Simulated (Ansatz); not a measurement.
# Ga2AsP: a single-point run

The task is a single-point run on Ga2AsP. The structure is shown as the input types it. The cell is built on a prototype (ordering on rocksalt) and needn't be the phase found in nature.

Program: Ansatz 0.2.0. Level of theory: density functional or hybrid calculation with the settings of its input, plane waves (as first typed). These are calculated values, not measurements.

5 further runs of the same task are left out: 1 for a known fault of the program, 4 that didn't finish.

## 1. The starting structure

Symmetry: P4/mmm, No. 123, tetragonal system. Conventional cell: a = 3.671 Å, b = 3.671 Å, c = 5.312 Å, α = 90.00°, β = 90.00°, γ = 90.00°. Around P (site symmetry 4/mmm) lie 6 Ga at 2.60 to 2.66 Å. Ga (site symmetry 4/mmm) is surrounded by 4 As at 2.60 Å and 2 P at 2.66 Å. As (site symmetry 4/mmm) has 6 Ga at 2.60 to 2.66 Å as nearest neighbours. Ga (site symmetry 4/mmm) has 4 P at 2.60 Å and 2 As at 2.66 Å as nearest neighbours.

Structure file:

```xyz
4
Lattice="3.6706 0.0000 0.0000 0.0000 3.6706 0.0000 0.0000 0.0000 5.3120" Properties=species:S:1:pos:R:3 pbc="T T T"
P     0.0000    0.0000    0.0000
Ga    0.0000    0.0000    2.6560
As    1.8353    1.8353    2.6560
Ga    1.8353    1.8353    0.0000
```

## 2. Input and run

Input file input.yaml:

```yaml
crystal:
  lattice:
    - [3.6705514945, 0.0, 0.0]
    - [0.0, 3.6705514945, 0.0]
    - [0.0, 0.0, 5.3120193956]
  atoms:
    - { symbol: P, position: [0.0, 0.0, 0.0] }
    - { symbol: Ga, position: [0.0, 0.0, 0.5] }
    - { symbol: As, position: [0.5, 0.5, 0.5] }
    - { symbol: Ga, position: [0.5, 0.5, 0.0] }
kpoints:
  mp_grid: { grid: [6, 6, 4] }
hamiltonian:
  xc: pbe
scf:
  occupations: { method: fermi_dirac, width: 0.02 }
  n_extra_bands: 5
  max_iter: 94
output:
  forces: true
  stress: true
  eigenvalues: true
basis:
  ecutrho_ratio: 1
```

The run is started by

```
$ ansatz run input.yaml --threads 4 --pin off --max-ram 3686MiB --backend cpu --events-out ev --progress --plain --runs-dir out
```

**Question.** How will this run end, and is anything wrong with its input?

The program finished normally, with warnings (cutoff below recommended). It gives a pressure of 31 GPa, which is large; a structure far from rest gives such values too, whatever the setting.

Look at the input: basis.ecutrho_ratio is 1. The grid or cutoff for the density and potential is too coarse for the wavefunction basis: a density holds Fourier components up to twice the waves' wavevector.

To check: delete basis.ecutrho_ratio (the default then holds).
